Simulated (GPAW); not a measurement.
Runs of GPAW 26.7.0 on NiO. The structure is cubic, space group Fm-3m (No. 225). Conventional cell: a = 4.183 Å, b = 4.183 Å, c = 4.183 Å, α = 90.00°, β = 90.00°, γ = 90.00°. Around Ni (site symmetry m-3m) lie 6 O at 2.09 Å. O (site symmetry m-3m) is surrounded by 6 Ni at 2.09 Å. 

```csv
task,level,potentials or basis,spin,U,fixed moment (μB),cutoff (eV),maxiter,start of the occupation matrix,cycles with the matrix held,convergence,symmetry,gap on the mesh (eV),pressure (GPa),moment (μB)
single point from a typed occupation,r2SCAN+U,"GPAW PAW data sets (gpaw-data 1.2.1), pw","collinear, ferromagnetic start",Ni d U = 8 eV,-,600,120,random,10,density=0.0001 energy=1e-05,point_group=False,(a),5.0,2.00
single point,LDA,"the program's PAW data sets (release 1.2.1) made for this functional, pw","collinear, ferromagnetic start",-,3.0,800,150,-,-,-,-,-,19.0,3.00
single point,LDA+U,"the program's PAW data sets (release 1.2.1) made for this functional, pw","collinear, zero start",Ni d U = 8 eV,-,800,150,-,-,-,-,none,-22.2,0.00
single point,PBE+U,"GPAW PAW data sets (gpaw-data 1.2.1), pw","collinear, random start",Ni d U = 8 eV,-,800,150,-,-,-,-,none,(b),0.00
single point,LDA+U,"the program's PAW data sets (release 1.2.1) made for this functional, pw","collinear, ferromagnetic start",Ni d U = 8 eV,4.0,800,150,-,-,-,-,-,73.3,4.00
single point from a typed occupation,PBEsol+U,"PAW data sets generated in the run's folder for this functional, pw","collinear, random start",Ni d U = 8 eV,-,600,120,atoms,-,density=0.0001 energy=1e-05,point_group=False,2.45,-0.9,2.00
single point from a typed occupation,PBEsol+U,"PAW data sets generated in the run's folder for this functional, pw","collinear, ferromagnetic start",Ni d U = 8 eV,2.0,600,120,atoms,-,density=0.0001 energy=1e-05,-,-,-0.9,2.00
single point from a typed occupation,PBEsol+U,"PAW data sets generated in the run's folder for this functional, pw","collinear, ferromagnetic start",Ni d U = 1 eV,-,600,120,atoms,-,density=0.0001 energy=1e-05,-,none,-4.3,1.95
single point from a typed occupation,PBEsol+U,"PAW data sets generated in the run's folder for this functional, pw","collinear, ferromagnetic start",Ni d U = 8 eV,-,600,120,random,10,density=0.0001 energy=1e-05,point_group=False,2.45,-0.9,2.00
```

Alike in all rows: cell as given; k mesh 8 × 8 × 8; smearing gaussian 0.05 eV.

Fill in the values left out.

(a) 3.17; (b) -3.3.

Caveats: the stock nickel data set gives pressures a few GPa off other programs; a cell with one magnetic atom can't hold antiferromagnetic order, which such compounds often take (some runs); the cutoff is short for stress and forces, so pressures can be off by a GPa or more (some runs); the total moment is fixed, so each spin has its own Fermi level (some runs); the occupation matrix was held by a function in the script for the first cycles and then freed (some runs); the end state hangs on it (some runs); the run has no moments, though such compounds are often magnetic (some runs).

A k mesh can miss the band edges.

A gap of «none» marks a metal or a gap under the smearing width.
